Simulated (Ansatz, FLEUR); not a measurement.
**Ni: 3 runs at one level of theory**

```
CELL_PARAMETERS angstrom
0.01655 1.75725 1.76824
1.71912 0.01633 1.76846
1.71447 1.75283 0.02098
ATOMIC_POSITIONS crystal
Ni 0.00651 0.01144 0.96710
```

The given cell was strained at random by a few per cent at fixed volume.

Alike in all runs: task single point; functional PBEsol; k mesh 13 × 13 × 13; occupations fermi-dirac, width 0.05 eV; collinear spin, ferromagnetic start; no spin-orbit coupling. Pressure is positive in compression and, in plane waves, holds the error of the finite cutoff, which Ansatz's Pulay term estimates and takes out.

```json
{"program and potentials": "Ansatz, Ansatz PAW", "plane-wave cutoff (eV)": "420", "notes": "potentials made for PBE, which Ansatz adapts in part; Pulay term of +0.05 GPa included", "pressure (GPa)": "-2.28", "net moment per atom (μB)": "0.63", "energy over the undisturbed cell (meV/atom)": "3.31"}
{"program and potentials": "FLEUR, all-electron, FLAPW", "plane-wave cutoff (eV)": "-", "notes": "-", "pressure (GPa)": "-", "net moment per atom (μB)": "0.63", "energy over the undisturbed cell (meV/atom)": "3.30"}
{"program and potentials": "Ansatz, all-electron LAPW, scalar-relativistic", "plane-wave cutoff (eV)": "-", "notes": "-", "pressure (GPa)": "-2.30", "net moment per atom (μB)": "0.63", "energy over the undisturbed cell (meV/atom)": "-"}
```

The pressure spans -2.30 (Ansatz, all-electron LAPW, scalar-relativistic) to -2.28 GPa (Ansatz, Ansatz PAW), with all-electron results at -2.30. All agree on the net moment per atom. The state is the one that the start led to, which needn't be the lowest.

The functional is the same throughout but for its coding, so the spread measures potentials, basis and numerics; runs on potential files found faulty are left out.
